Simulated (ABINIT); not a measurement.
Planning a run of ABINIT 10.8.3 on AlAs (F-43m). The input:

```
acell 3*1.0 Angstrom
rprim 
  0.000000000000 2.830400000000 2.830400000000
  2.830400000000 0.000000000000 2.830400000000
  2.830400000000 2.830400000000 -0.000000000000
ntypat 2
znucl 13 33
natom 2
typat 1 2
xred 
  0.000000000000 0.000000000000 0.000000000000
  0.250000000000 0.250000000000 0.250000000000
pp_dirpath "pseudos"
pseudos "Al.upf, As.upf"
ecut 44
ngkpt 4 4 4
nshiftk 1
shiftk 0 0 0
kptopt 1
chksymbreak 0
istwfk *1
occopt 1
irdwfk 1
optdriver 4
nband 114
gwcalctyp 0
ecutsigx 44
symsigma 1
nkptgw 3
kptgw 
  0.0000000000 0.0000000000 0.0000000000
  0.5000000000 0.5000000000 0.0000000000
  0.5000000000 0.0000000000 0.0000000000
bdgw 
  11 17
  12 15
  12 16
ecuteps 6.7
irdscr 1
ppmodel 1
indata_prefix "in"
outdata_prefix "out"
tmpdata_prefix "tmp"
```

```sh
OMP_NUM_THREADS=1 mpirun -n 4 abinit run.abi > log
```

**Question.** Estimate wall time and host memory on 4 MPI ranks of Arm Neoverse V2, shared host.

It took 17 s; on shared hardware allow 8.4 s to 34 s. Peak host memory was 1.0 GiB.

[Paths, hosts, dates, memory and timing lines, banners, echoed tables and standing remarks are left out of the program output.]

[Logs are printed without paths, hosts, clocks, repeated set-up lines and the standing remarks that a program may print on its own settings, such as how far it seeks lower states.]

[Runs of the session that timed out or met a known fault of the program may be left out.]

[Hosts, paths, dates, database ids (printed as entryN), source tags and the programs' standing remarks are cut or masked in the printed files.]

[G0W0 gaps are taken among the corrected bands and points alone; a level outside them can change the order at an edge.]

[Where Ansatz stands beside ABINIT at settings called matched, ABINIT's density can come from a denser mesh and the files from another edition; pairs whose starting gaps differed by over 0.03 eV were left out, so agreement reads better than it is.]
